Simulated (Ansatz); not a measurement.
# Electron scattering at the twin(10-12) boundary in hcp Co with Ru (substitutional)

How much does the twin(10-12) boundary in hcp Co with Ru (substitutional) reflect electrons?

Main program and level: Ansatz 0.2.0; Ansatz plane-wave DFT, PBE, PAW files, collinear spin; relaxation of a bicrystal slab with its lowest layers held; PAW set soft_1, in the first sound run; inputs show where later runs differ.

## Step 1: The structure

The cell holds 27 atoms: 26 Co and 1 Ru. Its edges and angles: a = 5.963 Å, b = 2.505 Å, c = 31.041 Å, α = 90.0°, β = 90.0°, γ = 90.0°. It derives from Co. built on the (1 0 2) plane; 1 overlapping atoms removed and the grains opened by 0.2 Å. Vacuum lies along c.

## Step 2: Relaxing the bicrystal

The boundary is built by mirroring the lower grain in the boundary plane and removing any atoms that overlap; then the Ru is put in at the boundary. A thin bicrystal slab is relaxed first, with the lowest layers held and the upper grain free to shift and open.

The input, input.yaml:

```yaml
crystal:
  lattice:
    - [5.9626723849, 0.0, 0.0]
    - [0.0, 2.5054, 0.0]
    - [0.0, 0.0, 31.0405846678]
  atoms:
    - { symbol: Co, position: [0.0741388065, 0.4166666667, 0.1610794401], spin: 2.0 }
    - { symbol: Co, position: [0.3975869657, 0.9166666666, 0.1930385428], spin: 2.0 }
    - { symbol: Co, position: [0.8093110452, 0.9166666667, 0.2090180942], spin: 2.0 }
    - { symbol: Co, position: [0.1327592044, 0.4166666666, 0.2409771969], spin: 2.0 }
    - { symbol: Co, position: [0.5444832839, 0.4166666667, 0.2569567483], spin: 2.0 }
    - { symbol: Co, position: [0.8679314431, 0.9166666666, 0.288915851], spin: 2.0 }
    - { symbol: Co, position: [0.2796555226, 0.9166666667, 0.3048954023], spin: 2.0 }
    - { symbol: Co, position: [0.6031036818, 0.4166666666, 0.336854505], spin: 2.0 }
    - { symbol: Co, position: [0.0148277613, 0.4166666667, 0.3528340564], spin: 2.0 }
    - { symbol: Co, position: [0.3382759205, 0.9166666666, 0.3847931591], spin: 2.0 }
    - { symbol: Co, position: [0.75, 0.9166666667, 0.4007727104], spin: 2.0 }
    - { symbol: Ru, position: [0.0734481591, 0.4166666666, 0.4327318131] }
    - { symbol: Co, position: [0.75, 0.9166666667, 0.4711340934], spin: 2.0 }
    - { symbol: Co, position: [0.3382759205, 0.9166666666, 0.4871136448], spin: 2.0 }
    - { symbol: Co, position: [0.0148277613, 0.4166666667, 0.5190727475], spin: 2.0 }
    - { symbol: Co, position: [0.6031036818, 0.4166666666, 0.5350522988], spin: 2.0 }
    - { symbol: Co, position: [0.2796555226, 0.9166666667, 0.5670114015], spin: 2.0 }
    - { symbol: Co, position: [0.8679314431, 0.9166666666, 0.5829909529], spin: 2.0 }
    - { symbol: Co, position: [0.5444832839, 0.4166666667, 0.6149500556], spin: 2.0 }
    - { symbol: Co, position: [0.1327592044, 0.4166666666, 0.630929607], spin: 2.0 }
    - { symbol: Co, position: [0.8093110452, 0.9166666667, 0.6628887097], spin: 2.0 }
    - { symbol: Co, position: [0.3975869657, 0.9166666666, 0.678868261], spin: 2.0 }
    - { symbol: Co, position: [0.0741388065, 0.4166666667, 0.7108273637], spin: 2.0 }
    - { symbol: Co, position: [0.662414727, 0.4166666666, 0.7268069151], spin: 2.0 }
    - { symbol: Co, position: [0.3389665678, 0.9166666667, 0.7587660178], spin: 2.0 }
    - { symbol: Co, position: [0.9272424883, 0.9166666666, 0.7747455691], spin: 2.0 }
    - { symbol: Co, position: [0.6037943291, 0.4166666667, 0.8067046718], spin: 2.0 }
magnetization:
  spin_polarized: true
kpoints:
  mp_grid: { grid: [4, 9, 1] }
hamiltonian:
  xc: pbe
  pseudopotentials: { kind: paw, azcp: { folder: soft_1 } }
scf:
  occupations: { method: fermi_dirac, width: 0.1 }
relax:
  f_tol: 0.03
  max_steps: 80
  constraints: [{ sites: [0, 1, 2, 3, 4, 5] }]
```

On the command line:

```sh
ansatz run input.yaml --threads 8 --pin off --max-ram 15360MiB --backend cpu --events-out ev --progress --plain --runs-dir out
```

Numbers of over 12 decimals in the logs are rounded to 6 here.

What it wrote:

```text
Engine: ansatz 0.2.0, aarch64-unknown-linux-gnu
Pseudopotentials: kind: paw
Pseudopotential: Co, paw, valence charge 17, recommended cutoff 420 eV (normal), soft_1/Co.paw.azcp
Pseudopotential: Ru, paw, valence charge 16, recommended cutoff 420 eV (normal), soft_1/Ru.paw.azcp
Functional definition: PBE
  parameter kappa = 0.804
  parameter beta = 0.066725
  exchange = pbe_x(kappa = kappa, mu = beta*pi^2/3)
  correlation = pbe_c(beta = beta)
Crystal: 27 atoms, lattice volume = 463.712 Å³
Basis set: ecut = 420 eV, 8989 PW (Γ), exchange–correlation on 80×36×432 points (8 copies of the dense FFT grid, shifted against one another)
Bands: 306, of which v1, the nominal top of the filled ones, is band 229 counted from 1 (228 counted from 0)
Symmetry: 2 space group operations
Space group: Pm (ITA 6), of the structure as read, at distance tolerance 7.7e-5 Å
Magnetic group: BNS 6.18 (UNI 25), of the structure as read, at distance tolerance 7.7e-5 Å
k-points: 15 of 36 (time reversal used)
Non-local potential: Co, projectors of the file, l = 0: 3, l = 1: 2, l = 2: 3, l = 3: 1
Non-local potential: Ru, projectors of the file, l = 0: 3, l = 1: 2, l = 2: 2, l = 3: 1
PAW form: soft (Blöchl's): semilocal exchange-correlation on the pseudo side does not see the compensation charge
PAW one-centre angular grid: Co, 590 points (default); XC on 64 Gauss nodes
PAW one-centre angular grid: Ru, 590 points (default); XC on 64 Gauss nodes
Initial density: superposition of atomic densities (neutral atoms: chi_scale 0, normalization atom)
Starting moments: Σ|m| = 52 μB on 26 of 27 sites
Initial wavefunctions: pseudopotential atomic-orbital guess
Functional: x = pbe(κ = 0.804, μ = 0.219515), c = pbe(β = 0.066725)
SCF iter   1: F=—  HF=-139142.111305 eV  |F-HF|=—  |Δ(HF+E_count)|=         —  Δρ=4.91e-2 (↑2.82e-2 ↓4.91e-2)  dr2=5.75e1  dr2_m=1.64e0  M=47.554 μB ∫|m|=49.562 μB  β_m=0.30  ethr=3.10e-3  ⟨swp⟩=6.7  Hψ=36367  notcnv=0  defer=761
Mixer restart at iter 1: flushing history
preconditioner: auto → LDOS  [metal: Δε(μ)=0.002 eV  Ē_g=7.743 eV  σ=0.100 eV  W_gap=0.00  n_scr=136 (ndim 8)  ℏωp=26.8 eV  f_vac=0.301  D(μ)=29.93/eV (n_scr^D=344)]
spin=Collinear: LDOS preconditioning applied to the charge; magnetization (m = ρ↑ − ρ↓) channel mixes plain (no charge-response kernel on spin).
SCF iter   2: F=—  HF=-139134.756965 eV  |F-HF|=—  |Δ(HF+E_count)|=    7.35e0  Δρ=3.23e-2 (↑3.23e-2 ↓1.71e-2)  dr2=1.03e1  dr2_m=1.06e0  M=47.317 μB ∫|m|=49.744 μB  β_m=0.31  ethr=3.10e-3  ⟨swp⟩=2.7  Hψ=15544  notcnv=0  defer=1084
SCF iter   3: F=—  HF=-139142.185826 eV  |F-HF|=—  |Δ(HF+E_count)|=    7.43e0  Δρ=1.74e-2 (↑1.74e-2 ↓1.09e-2)  dr2=3.20e0  dr2_m=3.33e-1  M=46.691 μB ∫|m|=49.389 μB  β_m=0.47  ethr=2.26e-3  ⟨swp⟩=2.4  Hψ=11053  notcnv=0  defer=1103
SCF iter   4: F=—  HF=-139150.483769 eV  |F-HF|=—  |Δ(HF+E_count)|=    8.30e0  Δρ=6.24e-3 (↑5.32e-3 ↓6.24e-3)  dr2=3.57e-1  dr2_m=4.86e-2  M=45.256 μB ∫|m|=48.901 μB  β_m=0.74  ethr=6.98e-4  ⟨swp⟩=2.9  Hψ=14590  notcnv=0  defer=1111
SCF iter   5: F=—  HF=-139152.272966 eV  |F-HF|=—  |Δ(HF+E_count)|=    1.79e0  Δρ=1.10e-2 (↑6.46e-3 ↓1.10e-2)  dr2=1.08e0  dr2_m=4.86e-2  M=44.095 μB ∫|m|=48.214 μB  β_m=0.71  ethr=7.79e-5  ⟨swp⟩=2.2  Hψ=16574  notcnv=0  defer=1133
SCF iter   6: F=—  HF=-139152.201183 eV  |F-HF|=—  |Δ(HF+E_count)|=   7.18e-2  Δρ=5.51e-3 (↑5.51e-3 ↓4.29e-3)  dr2=4.61e-1  dr2_m=6.13e-2  M=43.037 μB ∫|m|=47.475 μB  β_m=0.82  ethr=7.79e-5  ⟨swp⟩=2.1  Hψ=17224  notcnv=0  defer=1133
SCF iter   7: F=—  HF=-139152.347597 eV  |F-HF|=—  |Δ(HF+E_count)|=         —  Δρ=5.05e-3 (↑5.05e-3 ↓3.25e-3)  dr2=2.85e-1  dr2_m=3.52e-2  M=43.107 μB ∫|m|=47.323 μB  β_m=0.82  ethr=7.79e-5  ⟨swp⟩=2.1  Hψ=15228  notcnv=0  defer=1138
SCF iter   8: F=—  HF=-139152.341504 eV  |F-HF|=—  |Δ(HF+E_count)|=   6.09e-3  Δρ=3.03e-3 (↑3.03e-3 ↓2.33e-3)  dr2=1.45e-1  dr2_m=2.25e-3  M=43.262 μB ∫|m|=47.362 μB  β_m=0.63  ethr=6.23e-5  ⟨swp⟩=2.0  Hψ=13708  notcnv=0  defer=1137
SCF iter   9: F=—  HF=-139152.316218 eV  |F-HF|=—  |Δ(HF+E_count)|=   2.53e-2  Δρ=9.55e-4 (↑9.55e-4 ↓6.92e-4)  dr2=1.15e-2  dr2_m=6.96e-4  M=43.229 μB ∫|m|=47.347 μB  β_m=0.57  ethr=3.17e-5  ⟨swp⟩=2.1  Hψ=14722  notcnv=0  defer=1134
SCF iter  10: F=—  HF=-139152.313709 eV  |F-HF|=—  |Δ(HF+E_count)|=   2.51e-3  Δρ=3.54e-4 (↑2.66e-4 ↓3.54e-4)  dr2=1.18e-3  dr2_m=1.92e-4  M=43.231 μB ∫|m|=47.332 μB  β_m=0.55  ethr=2.51e-6  ⟨swp⟩=2.8  Hψ=14272  notcnv=0  defer=1132
SCF iter  11: F=—  HF=-139152.313804 eV  |F-HF|=—  |Δ(HF+E_count)|=   9.52e-5  Δρ=1.56e-4 (↑1.53e-4 ↓1.56e-4)  dr2=4.47e-4  dr2_m=5.63e-5  M=43.224 μB ∫|m|=47.319 μB  β_m=0.58  ethr=2.58e-7  ⟨swp⟩=2.2  Hψ=13058  notcnv=0  defer=1132
SCF iter  12: F=—  HF=-139152.313994 eV  |F-HF|=—  |Δ(HF+E_count)|=   1.90e-4  Δρ=6.86e-5 (↑5.68e-5 ↓6.86e-5)  dr2=5.29e-5  dr2_m=6.40e-6  M=43.208 μB ∫|m|=47.303 μB  β_m=0.58  ethr=9.76e-8  ⟨swp⟩=2.0  Hψ=12482  notcnv=0  defer=1132
SCF iter  13: F=—  HF=-139152.313998 eV  |F-HF|=—  |Δ(HF+E_count)|=   4.14e-6  Δρ=5.00e-5 (↑4.71e-5 ↓5.00e-5)  dr2=3.12e-5  dr2_m=1.01e-6  M=43.210 μB ∫|m|=47.302 μB  β_m=0.48  ethr=1.15e-8  ⟨swp⟩=3.0  Hψ=17160  notcnv=0  defer=1132
SCF iter  14: F=—  HF=-139152.313992 eV  |F-HF|=—  |Δ(HF+E_count)|=   6.16e-6  Δρ=1.70e-5 (↑1.70e-5 ↓1.59e-5)  dr2=1.97e-6  dr2_m=5.62e-7  M=43.208 μB ∫|m|=47.300 μB  β_m=0.52  ethr=6.80e-9  ⟨swp⟩=2.3  Hψ=14306  notcnv=0  defer=1132
SCF iter  15: F=-139152.313991 eV  HF=-139152.313994 eV  |F-HF|=3.08e-6  |Δ(HF+E_count)|=   2.28e-6  Δρ=1.70e-5 (↑7.89e-6 ↓1.70e-5)  dr2=3.52e-6  dr2_m=2.32e-7  M=43.209 μB ∫|m|=47.301 μB  ethr=4.29e-10  ⟨swp⟩=1.4  Hψ=26366  notcnv=0
SCF 1 converged in 15 iterations: F = -139152.313991 eV  dr2 = 3.52e-6
  greatest PAW one-centre occupation: 1.002 electrons in one spin orbital (limit 2), on the Co atom at site 0 (counted from 0), in its partial waves of l = 1
relax step   1: F+E_penalty+E_count = -139152.31399126 eV  Δ(F+E_penalty+E_count) = +0.000e0 eV  max|allowed force component| = 1.444e0 eV/Å  Δτ_max = 0.0000 Å  (15 SCF iters, dr2 threshold 2.25e-5 eV, accepted)
Initial density: handed on by an earlier stage of this run
Starting moments: Σ|m| = 52 μB on 26 of 27 sites; this step starts from the density that it was given
Initial wavefunctions: those handed on with the density
iter 1 solved again at ethr=1.79e-4 eV; its pass at ethr=3.10e-3 eV (dr2=8.18e-1 eV) is discarded
SCF iter   1: F=—  HF=-139152.568482 eV  |F-HF|=—  |Δ(HF+E_count)|=         —  Δρ=5.61e-3 (↑5.61e-3 ↓4.76e-3)  dr2=7.96e-1  dr2_m=6.27e-2  M=43.097 μB ∫|m|=47.153 μB  β_m=0.30  ethr=1.79e-4  ⟨swp⟩=1.3  Hψ=35437  notcnv=0  defer=1090
[...]
spin=Collinear: LDOS preconditioning applied to the charge; magnetization (m = ρ↑ − ρ↓) channel mixes plain (no charge-response kernel on spin).
SCF iter   2: F=—  HF=-139152.698031 eV  |F-HF|=—  |Δ(HF+E_count)|=   9.81e-4  Δρ=3.34e-4 (↑3.34e-4 ↓2.83e-4)  dr2=1.71e-3  dr2_m=2.52e-4  M=42.989 μB ∫|m|=47.014 μB  β_m=0.49  ethr=1.16e-6  ⟨swp⟩=2.1  Hψ=14531  notcnv=0  defer=1141
SCF iter   3: F=—  HF=-139152.698119 eV  |F-HF|=—  |Δ(HF+E_count)|=   8.78e-5  Δρ=2.21e-4 (↑2.21e-4 ↓1.91e-4)  dr2=2.14e-4  dr2_m=1.14e-4  M=42.986 μB ∫|m|=47.011 μB  β_m=0.51  ethr=3.74e-7  ⟨swp⟩=2.0  Hψ=12595  notcnv=0  defer=1141
SCF iter   4: F=—  HF=-139152.698186 eV  |F-HF|=—  |Δ(HF+E_count)|=   6.65e-5  Δρ=1.06e-4 (↑1.06e-4 ↓9.60e-5)  dr2=1.50e-4  dr2_m=2.75e-5  M=42.985 μB ∫|m|=47.010 μB  β_m=0.51  ethr=4.67e-8  ⟨swp⟩=2.6  Hψ=16103  notcnv=0  defer=1141
SCF iter   5: F=—  HF=-139152.698201 eV  |F-HF|=—  |Δ(HF+E_count)|=   1.57e-5  Δρ=5.90e-5 (↑5.27e-5 ↓5.90e-5)  dr2=1.77e-5  dr2_m=8.25e-6  M=42.984 μB ∫|m|=47.010 μB  β_m=0.50  ethr=3.28e-8  ⟨swp⟩=2.0  Hψ=12253  notcnv=0  defer=1141
SCF iter   6: F=—  HF=-139152.698206 eV  |F-HF|=—  |Δ(HF+E_count)|=   4.16e-6  Δρ=2.81e-5 (↑2.81e-5 ↓2.09e-5)  dr2=1.29e-6  dr2_m=2.11e-6  M=42.984 μB ∫|m|=47.009 μB  β_m=0.56  ethr=3.86e-9  ⟨swp⟩=2.6  Hψ=17606  notcnv=0  defer=1141
SCF iter   7: F=—  HF=-139152.698207 eV  |F-HF|=—  |Δ(HF+E_count)|=   1.21e-6  Δρ=1.20e-5 (↑1.20e-5 ↓1.11e-5)  dr2=1.74e-6  dr2_m=3.48e-7  M=42.983 μB ∫|m|=47.009 μB  β_m=0.54  ethr=2.81e-10  ⟨swp⟩=2.6  Hψ=17796  notcnv=0  defer=1141
SCF iter   8: F=—  HF=-139152.698207 eV  |F-HF|=—  |Δ(HF+E_count)|=   7.85e-8  Δρ=5.18e-6 (↑5.18e-6 ↓4.77e-6)  dr2=2.15e-7  dr2_m=8.54e-8  M=42.983 μB ∫|m|=47.008 μB  β_m=0.58  ethr=2.81e-10  ⟨swp⟩=2.1  Hψ=13529  notcnv=0  defer=1141
SCF iter   9: F=—  HF=-139152.698207 eV  |F-HF|=—  |Δ(HF+E_count)|=   5.68e-9  Δρ=2.79e-6 (↑2.79e-6 ↓2.21e-6)  dr2=2.23e-8  dr2_m=2.24e-8  M=42.983 μB ∫|m|=47.008 μB  β_m=0.68  ethr=4.68e-11  ⟨swp⟩=2.6  Hψ=16706  notcnv=0  defer=1141
SCF iter  10: F=-139152.698207 eV  HF=-139152.698207 eV  |F-HF|=4.06e-8  |Δ(HF+E_count)|=  8.73e-10  Δρ=2.79e-6 (↑1.48e-6 ↓2.79e-6)  dr2=4.94e-8  dr2_m=6.68e-9  M=42.983 μB ∫|m|=47.008 μB  ethr=4.87e-12  ⟨swp⟩=1.7  Hψ=32637  notcnv=0
SCF 5 converged in 10 iterations: F = -139152.698207 eV  dr2 = 4.94e-8
relax step   5: F+E_penalty+E_count = -139152.69820664 eV  Δ(F+E_penalty+E_count) = -1.993e-3 eV  max|allowed force component| = 9.070e-3 eV/Å  Δτ_max = 0.0200 Å  (10 SCF iters, accepted)
SCF converged after 10 iterations
Magnetization: 42.9831 μB (250.4916 up, 207.5084 down)
Absolute magnetization: 47.0529 μB (∫|ρ↑−ρ↓|, with the PAW one-centre terms)
Spin contamination: 0.8733 ħ² per cell (⟨S²⟩ above its minimum at these occupations)
Per-site moments (μB) at R_I (Å): [(1.873966, 1.033141), (1.830920, 1.033141), (1.786377, 1.033141), (1.723476, 1.031957), (1.670532, 1.004308), (1.692639, 1.019947), (1.695024, 1.013406), (1.652797, 1.002176), (1.671979, 1.019947), (1.647303, 0.986029), (1.677579, 0.960331), (0.224002, 1.0334775), (1.681803, 0.960331), (1.652534, 0.985271), (1.678687, 1.021220), (1.657746, 1.002117), (1.693254, 1.011491), (1.675993, 1.014949), (1.682821, 1.008510), (1.676773, 1.016877), (1.669223, 1.014949), (1.691380, 1.018970), (1.660688, 1.008889), (1.716740, 0.957332), (1.763263, 1.001516), (1.786341, 1.001516), (1.818303, 0.957332)]
Free energy (F): -139152.698207 eV
Harris-Foulkes:  -139152.698207 eV  (|F-HF|=4.06e-8)
Internal energy: -139151.715889 eV  (E = F + TS)
E sigma→0 (E₀):  -139152.207048 eV
Entropy (-TS):   -0.982318 eV (-36.382 meV/atom)
Fermi energy:    10.528284 eV
--- Per-component energies (eV) ---
  E_band       = -10198.013523
  E_kinetic    = 8030.017873
  E_local      = -829698.948690  (includes V_loc(G=0)·N_el)
  E_nonlocal   = 11720.540007
  E_hartree    = 408871.745033
  E_xc         = -2554.399558
  E_vxc        = -3282.762367  (∫ρ·V_xc dr)
  E_paw        = -44370.486659  (= ΣΔE_a)
  E_vpaw       = -14710.348127  (= ΣTr[D̂ρ^β])
  E_aug_tail   = 0.000328  (compensation charges beyond the density's cutoff)
  E_ewald      = 308849.815777
  E_smearing   = -0.982318  (= −TS)
  E_closure    = -0.000000  (closes the sum)
  Σ components = -139152.698207   (vs F -139152.698207, Δ=0.00e0)
--- Forces (eV/Å), atoms counted from 1 ---
  atom   1  Co     0.16105209     0.00000000     0.98964447
  atom   2  Co    -0.10999446     0.00000000     0.16022136
  atom   3  Co     0.07843793     0.00000000    -0.28850269
  atom   4  Co    -0.02060756     0.00000000    -0.36034490
  atom   5  Co    -0.03905826     0.00000000    -0.27561547
  atom   6  Co    -0.08286151     0.00000000    -0.21839607
  atom   7  Co    -0.00312056     0.00000000    -0.00060766
  atom   8  Co     0.00343533     0.00000000     0.00056654
  atom   9  Co     0.00906997     0.00000000    -0.00282340
  atom  10  Co    -0.00536284     0.00000000     0.00123066
  atom  11  Co    -0.00047086     0.00000000     0.00342695
  atom  12  Ru    -0.00092620     0.00000000    -0.00839897
  atom  13  Co    -0.00684552     0.00000000    -0.00269271
  atom  14  Co     0.00811247     0.00000000     0.00200841
  atom  15  Co     0.00203213     0.00000000     0.00058202
  atom  16  Co    -0.00380039     0.00000000    -0.00226704
  atom  17  Co     0.00355717     0.00000000     0.00484927
  atom  18  Co     0.00044978     0.00000000    -0.00239557
  atom  19  Co    -0.00104568     0.00000000     0.00484694
  atom  20  Co     0.00194472     0.00000000    -0.00537053
  atom  21  Co     0.00630868     0.00000000     0.00020730
  atom  22  Co     0.00003388     0.00000000    -0.00122258
  atom  23  Co    -0.00022276     0.00000000     0.00030709
  atom  24  Co    -0.00012403     0.00000000    -0.00166183
  atom  25  Co     0.00023964     0.00000000     0.00190741
  atom  26  Co     0.00205282     0.00000000    -0.00204626
  atom  27  Co    -0.00230955     0.00000000     0.00251243
  max |Σ_I F_I| component: 3.48e-5 eV/Å
--- Relaxed structure (5 steps of the walk, 5 accepted, 0 SCFs on fresh bases) ---
  F+E_penalty+E_count = -139152.69820664 eV   max|allowed force component| = 9.070e-3 eV/Å
  atoms:
    - { symbol: Co, position: [0.0741388065, 0.416667, 0.161079] }
    - { symbol: Co, position: [0.3975869657, 0.916667, 0.1930385428] }
    - { symbol: Co, position: [0.8093110452, 0.916667, 0.209018] }
    - { symbol: Co, position: [0.1327592044, 0.416667, 0.240977] }
    - { symbol: Co, position: [0.5444832839, 0.416667, 0.2569567483] }
    - { symbol: Co, position: [0.867931, 0.916667, 0.288916] }
    - { symbol: Co, position: [0.278414, 0.916667, 0.304884] }
    - { symbol: Co, position: [0.596944, 0.416667, 0.334742] }
    - { symbol: Co, position: [0.013382, 0.416667, 0.351653] }
    - { symbol: Co, position: [0.338563, 0.916667, 0.385131] }
    - { symbol: Co, position: [0.735196, 0.916667, 0.396322] }
    - { symbol: Ru, position: [0.069684, 0.416667, 0.433758] }
    - { symbol: Co, position: [0.735603, 0.916667, 0.471323] }
    - { symbol: Co, position: [0.339006, 0.916667, 0.482149] }
    - { symbol: Co, position: [0.013421, 0.416667, 0.516059] }
    - { symbol: Co, position: [0.596974, 0.416667, 0.532866] }
    - { symbol: Co, position: [0.278446, 0.916667, 0.562327] }
    - { symbol: Co, position: [0.866095, 0.916667, 0.578761] }
    - { symbol: Co, position: [0.543696, 0.416667, 0.610962] }
    - { symbol: Co, position: [0.133993, 0.416667, 0.625783] }
    - { symbol: Co, position: [0.813361, 0.916667, 0.657377] }
    - { symbol: Co, position: [0.398854, 0.916667, 0.674119] }
    - { symbol: Co, position: [0.078697, 0.416667, 0.704486] }
    - { symbol: Co, position: [0.665221, 0.416667, 0.720276] }
    - { symbol: Co, position: [0.340623, 0.916667, 0.753774] }
    - { symbol: Co, position: [0.938956, 0.916667, 0.766608] }
    - { symbol: Co, position: [0.621255, 0.416667, 0.794565] }
```

It took 13 min on 8 threads of Arm Neoverse V1, shared host; peak memory 6.6 GiB; 1.6 h of CPU time.

The steps of the relaxation:

```csv
step,energy less that of the first step (eV),largest force component (eV/Å)
1,0.0000,1.4439
2,-0.2449,0.9186
3,-0.3779,0.1278
4,-0.3822,0.0539
5,-0.3842,0.0091
```

The run keeps the 2 symmetry operations that it works with, so distortions that break them were not tested.

The atoms that moved most (Å):

```csv
atom,dx,dy,dz,length
Co27,0.104,0.000,-0.377,0.391
Co26,0.070,0.000,-0.253,0.262
Co24,0.017,0.000,-0.203,0.203
Co23,0.027,0.000,-0.197,0.199
Co21,0.024,0.000,-0.171,0.173
Co11,-0.088,0.000,-0.138,0.164
Co20,0.007,0.000,-0.160,0.160
Co25,0.010,0.000,-0.155,0.155
```

This step gave:

```yaml
free_energy: -139152.6982 eV
energy_at_zero_smearing: -139152.2070 eV
fermi_energy: 10.53 eV
magnetization: 42.98 μB
absolute_magnetization: 47.05 μB
```

The largest force component on a free atom ends at 0.0091 eV/Å, under the tolerance of 0.03, after 5 steps.

(Continued in part 2 of 3.)

[Logs are printed without paths, hosts, clocks, repeated set-up lines and the standing remarks that a program may print on its own settings, such as how far it seeks lower states.]

[Hosts, paths, dates, database ids (printed as entryN), source tags and the programs' standing remarks are cut or masked in the printed files.]
